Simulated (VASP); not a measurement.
# W (Im-3m) in VASP: a series of runs

The runs below take W through relaxation of cell and atoms, with LDA.

Program: VASP 6.6.1. These are calculated values, not measurements. Logs are shortened: lines on timing, memory, paths and dates and some standing lists are left out, and cuts for length are marked.

## 1. The crystal as given

It takes space group Im-3m (No. 229, cubic). Conventional cell: a = 3.165 Å, b = 3.165 Å, c = 3.165 Å, α = 90.00°, β = 90.00°, γ = 90.00°. W (site symmetry m-3m) is surrounded by 8 W at 2.74 Å.

## 2. Relaxation of cell and atoms, LDA

File INCAR:

```
SYSTEM = W
PREC     = Accurate       ! precision mode
ENCUT    = 350            ! plane-wave cutoff, eV
EDIFF    = 1E-7           ! SCF threshold, eV
ISMEAR   = 0              ! smearing method
SIGMA    = 0.1            ! smearing width, eV
LREAL    = .False.        ! projectors in reciprocal space
LASPH    = .True.         ! aspherical terms in the spheres
NELM     = 100            ! most SCF steps
ALGO     = Normal         ! electronic algorithm
ISIF     = 3              ! what is computed and relaxed
LWAVE    = .False.        ! write WAVECAR
LCHARG   = .False.        ! write CHGCAR
GGA      = CA             ! functional
IBRION   = 2              ! ionic algorithm
NSW      = 80             ! ionic steps
EDIFFG   = -0.002         ! ionic threshold
```

File KPOINTS:

```
Automatic mesh
0
Gamma
  10 10 10
  0 0 0
```

File POSCAR:

```
W
1.0
   -1.5823450000      1.5823450000      1.5823450000
    1.5823450000     -1.5823450000      1.5823450000
    1.5823450000      1.5823450000     -1.5823450000
W
1
Direct
    0.0000000000      0.0000000000      0.0000000000
```

Potentials or basis: VASP PAW LDA potentials, release 64 (W_sv).

On the command line:

```bash
cat potpaw_LDA.64/W_sv/POTCAR > POTCAR
mpirun -np 1 vasp_std > vasp.out
```

OUTCAR:

```text
SYSTEM = W
   PREC = Accurate
   ENCUT = 350
   EDIFF = 1E-7
   ISMEAR = 0
   LREAL = .False.
   LASPH = .True.
   NELM = 100
   ISIF = 3
   GGA = CA
   IBRION = 2
   NSW = 80
   EDIFFG = -0.002

 ion  position               nearest neighbor table
   1  0.000  0.000  0.000-

  LATTYP: Found a body centered cubic cell.
 ALAT       =     3.1646900000

  Lattice vectors:

 A1 = (  -1.5823450000,   1.5823450000,   1.5823450000)
 A2 = (   1.5823450000,  -1.5823450000,   1.5823450000)
 A3 = (   1.5823450000,   1.5823450000,  -1.5823450000)

Analysis of symmetry for initial positions (statically):
=====================================================================
 Subroutine PRICEL returns:
 Original cell was already a primitive cell.

 Routine SETGRP: Setting up the symmetry group for a
 body centered cubic supercell.

 Subroutine GETGRP returns: Found 48 space group operations
 (whereof 48 operations were pure point group operations)
 out of a pool of 48 trial point group operations.

The static configuration has the point symmetry O_h .

Analysis of symmetry for dynamics (positions and initial velocities):
=====================================================================
 Subroutine PRICEL returns:
 Original cell was already a primitive cell.

 Routine SETGRP: Setting up the symmetry group for a
 body centered cubic supercell.

 Subroutine GETGRP returns: Found 48 space group operations
 (whereof 48 operations were pure point group operations)
 out of a pool of 48 trial point group operations.

The dynamic configuration has the point symmetry O_h .

 Subroutine INISYM returns: Found 48 space group operations
 (whereof 48 operations are pure point group operations),
 and found     1 'primitive' translations

----------------------------------------------------------------------------------------

                                     Primitive cell

  volume of cell :      15.8476

  direct lattice vectors                    reciprocal lattice vectors
    -1.582345000  1.582345000  1.582345000     0.000000000  0.315986716  0.315986716
     1.582345000 -1.582345000  1.582345000     0.315986716  0.000000000  0.315986716
     1.582345000  1.582345000 -1.582345000     0.315986716  0.315986716  0.000000000

  length of vectors
     2.740701935  2.740701935  2.740701935     0.446872699  0.446872699  0.446872699

  position of ions in fractional coordinates (direct lattice)
[... 99 lines left out ...]
  Fermi-wavevector in a.u.,A,eV,Ry     =   1.570832  2.968442 33.572544  2.467512
  Thomas-Fermi vector in A             =   2.672506
   LORBIT       =      0    0 simple, 1 ext, 2 COOP (PROOUT), +10 PAW based schemes
   GGA     = CA    functional components
   LHFCALC =     F    Hartree Fock is set to
   AEXX    =    0.0000 exact exchange contribution
   IVDW    =     0    specifies the selected vdW correction
   LEPSILON=     F    determine dielectric tensor
   LRPA    =     F    only Hartree local field effects (RPA)
 conjugate gradient relaxation of ions
 non-spin polarized calculation
 Gauss-broadening in eV      SIGMA  =   0.10
  energy-cutoff  :      350.00
  volume of cell :       15.85
 maximum number of plane-waves:       243
 NGX is ok and might be reduce to    18
   NGX =  9   NGY =  9   NGZ =  9

--------------------------------------- Ionic step        1  -------------------------------------------

 number of electron      14.0000001 magnetization

 Free energy of the ion-electron system (eV)
  ---------------------------------------------------
  ext. energy  EPLUGINS =         0.00000000
  ---------------------------------------------------
  free energy    TOTEN  =       -14.09016881 eV

  energy without entropy =      -14.08775407  energy(sigma->0) =      -14.08896144

------------------------ aborting loop because EDIFF is reached ----------------------------------------

  FORCE on cell =-STRESS in cart. coord.  units (eV):
  Direction    XX          YY          ZZ          XY          YZ          ZX
  --------------------------------------------------------------------------------------
  -------------------------------------------------------------------------------------
  Total       -0.6929720     -0.6929720     -0.6929720     -0.0000000     -0.0000000      0.0000000
  in kB      -70.0588117    -70.0588117    -70.0588117     -0.0000000     -0.0000000      0.0000000
  external PRESSURE =     -70.0588117 kB  Pullay stress =       0.0000000 kB
[... 197 lines left out ...]
--------------------------------------- Ionic step        7  -------------------------------------------

 number of electron      14.0000008 magnetization

 Free energy of the ion-electron system (eV)
  ---------------------------------------------------
  ext. energy  EPLUGINS =         0.00000000
  ---------------------------------------------------
  free energy    TOTEN  =       -14.09762147 eV

  energy without entropy =      -14.09532629  energy(sigma->0) =      -14.09647388

 E-fermi :  11.7533     XC(G=0): -13.9548

 val. band max:       11.6613052585   @ k =   0.5000   0.5000   0.2000
 cond. band min:      11.8289788399   @ k =   0.1000   0.1000   0.0000
 fundamental gap:      0.1676735813
 Fermi energy:        11.7533109927

 k-point     1 :       0.0000    0.0000    0.0000
  band No.  band energies     occupation
      1     -62.1089      2.00000
      2     -25.8807      2.00000
      3     -25.8807      2.00000
      4     -25.8807      2.00000
      5       1.9752      2.00000
      6      10.3238      2.00000
      7      10.3238      2.00000
      8      10.3238      2.00000
      9      13.8679      0.00000
     10      13.8679      0.00000
     11      26.2636      0.00000
[... 309 lines left out ...]
 k-point    24 :      -0.3000    0.3000    0.1000
  band No.  band energies     occupation
      1     -61.9974      2.00000
      2     -26.8069      2.00000
      3     -26.2330      2.00000
      4     -25.9934      2.00000
      5       5.4115      2.00000
      6       9.0983      2.00000
      7       9.5212      2.00000
      8      12.4255      0.00000
      9      14.1386      0.00000
     10      14.9144      0.00000
     11      25.6078      0.00000

 [... further k-points ...]

------------------------ aborting loop because EDIFF is reached ----------------------------------------

  FORCE on cell =-STRESS in cart. coord.  units (eV):
  Direction    XX          YY          ZZ          XY          YZ          ZX
  --------------------------------------------------------------------------------------
  -------------------------------------------------------------------------------------
  Total        0.0000098      0.0000098      0.0000098      0.0000000     -0.0000000      0.0000000
  in kB        0.0010118      0.0010118      0.0010118      0.0000000     -0.0000000      0.0000000
  external PRESSURE =       0.0010118 kB  Pullay stress =       0.0000000 kB
[... 16 lines left out ...]
  FREE ENERGIE OF THE ION-ELECTRON SYSTEM (eV)
  ---------------------------------------------------
  free  energy   TOTEN  =       -14.0976214748 eV

  energy  without entropy=      -14.0953262887  energy(sigma->0) =      -14.09647388

 reached required accuracy - stopping structural energy minimisation
```

OSZICAR:

```text
N       E                     dE             d eps       ncg     rms          rms(c)
DAV:   1     0.569297184423E+02    0.56930E+02   -0.63595E+03  1042   0.111E+03
DAV:   2    -0.135908996015E+02   -0.70521E+02   -0.68125E+02  1103   0.274E+02
[... 48 lines left out ...]
   6 F= -.14097609E+02 E0= -.14096459E+02  d E =0.105984E-04
       N       E                     dE             d eps       ncg     rms          rms(c)
DAV:   1    -0.140977257396E+02   -0.11690E-03   -0.24527E-03  1061   0.788E-01    0.136E-01
DAV:   2    -0.140976371187E+02    0.88621E-04   -0.13083E-04  1046   0.157E-01    0.306E-02
DAV:   3    -0.140976214331E+02    0.15686E-04   -0.42139E-05  1073   0.877E-02    0.242E-02
DAV:   4    -0.140976214896E+02   -0.56471E-07   -0.10427E-06  1058   0.136E-02    0.286E-03
DAV:   5    -0.140976214748E+02    0.14855E-07   -0.66673E-08   585   0.340E-03
   7 F= -.14097621E+02 E0= -.14096474E+02  d E =-.207395E-05
```

CONTCAR:

```text
W
   1.00000000000000
    -1.5711187213191482    1.5711187213191482    1.5711187213191482
     1.5711187213191482   -1.5711187213191482    1.5711187213191482
     1.5711187213191482    1.5711187213191482   -1.5711187213191482
  W
     1
Direct
     0.0000000000000000    0.0000000000000000    0.0000000000000000

  0.00000000E+00  0.00000000E+00  0.00000000E+00
```

Run time: 8.1 s. Hardware: 1 thread of Intel Xeon 6975P-C (Granite Rapids), shared host; peak memory 0.12 GiB.

Results:

- Free energy: -14.0976 eV
- Relaxed volume: 15.51 Å³/atom
- Relaxed cell: a = 2.721 Å, b = 2.721 Å, c = 2.721 Å, α = 109.47°, β = 109.47°, γ = 109.47°
- Space group after relaxing (to 0.05 Å): Im-3m (No. 229)
- Energy gained by relaxing: 7.5 meV/atom
- Ionic steps: 7
- Pressure after relaxing: 0.0 GPa
- Band gap on the k mesh: none (metal or under the smearing width)

Step by step:
```csv
step,energy change (eV),largest force (eV/Å),pressure (GPa),volume (Å³)
1,0.0000,0.0000,-7.01,15.85
2,0.1075,0.0000,32.86,14.31
3,-0.0074,0.0000,-0.27,15.53
4,-0.0075,0.0000,-0.06,15.51
5,-0.0075,0.0000,0.10,15.51
6,-0.0074,0.0000,-0.29,15.53
7,-0.0075,0.0000,0.00,15.51
```

Final structure:
```
W
1.0
    -1.57112    1.57112    1.57112
     1.57112   -1.57112    1.57112
     1.57112    1.57112   -1.57112
W
1
Cartesian
  0.0000 0.0000 0.0000
```

Spin-orbit coupling is left out, which matters for the levels of W. LDA usually gives volumes a few per cent too small.

## 3. Relaxation of cell and atoms, LDA

This run uses another cell than the first one, of 15.51 Å³/atom, 0.979 times its volume.

INCAR is that of step 2.

KPOINTS is that of step 2.

File POSCAR:

```
W                                       
1.0
   -1.5711187213      1.5711187213      1.5711187213
    1.5711187213     -1.5711187213      1.5711187213
    1.5711187213      1.5711187213     -1.5711187213
  W             
     1
Direct
     0.0000000000000000    0.0000000000000000    0.0000000000000000
```

Potentials or basis: VASP PAW LDA potentials, release 64 (W_sv).

On the command line:

```bash
cat potpaw_LDA.64/W_sv/POTCAR > POTCAR
mpirun -np 1 vasp_std > vasp.out
```

Wall time 4.2 s (1 thread of Intel Xeon 6975P-C (Granite Rapids), shared host); peak memory 0.12 GiB.

Results (log left out):

```
Free energy               : -14.0967 eV
Energy gained by relaxing : 0.0 meV/atom
Ionic steps               : 4
Pressure after relaxing   : 0.0 GPa
Band gap on the k mesh    : none (metal or under the smearing width)
```

Final structure:
```
CELL_PARAMETERS angstrom
-1.57107 1.57107 1.57107
1.57107 -1.57107 1.57107
1.57107 1.57107 -1.57107
ATOMIC_POSITIONS crystal
W 0.00000 0.00000 0.00000
```

Levels at points of the mesh, in eV from the Fermi level:
| k point | band 3 | band 4 | band 5 | band 6 | band 7 | band 8 | band 9 | band 10 | band 11 |
| --- | --- | --- | --- | --- | --- | --- | --- | --- | --- |
| (0.00, 0.00, 0.00) | -37.63 | -37.63 | -9.78 | -1.43 | -1.43 | -1.43 | 2.11 | 2.11 | 14.51 |
| (0.50, 0.00, 0.00) | -38.09 | -37.64 | -6.52 | -3.82 | 0.80 | 2.03 | 3.02 | 6.19 | 11.51 |
| (0.50, 0.50, 0.50) | -38.61 | -38.61 | -6.14 | -6.14 | 5.17 | 5.17 | 5.17 | 8.41 | 8.41 |

Spin-orbit coupling is left out, which matters for the levels of W.
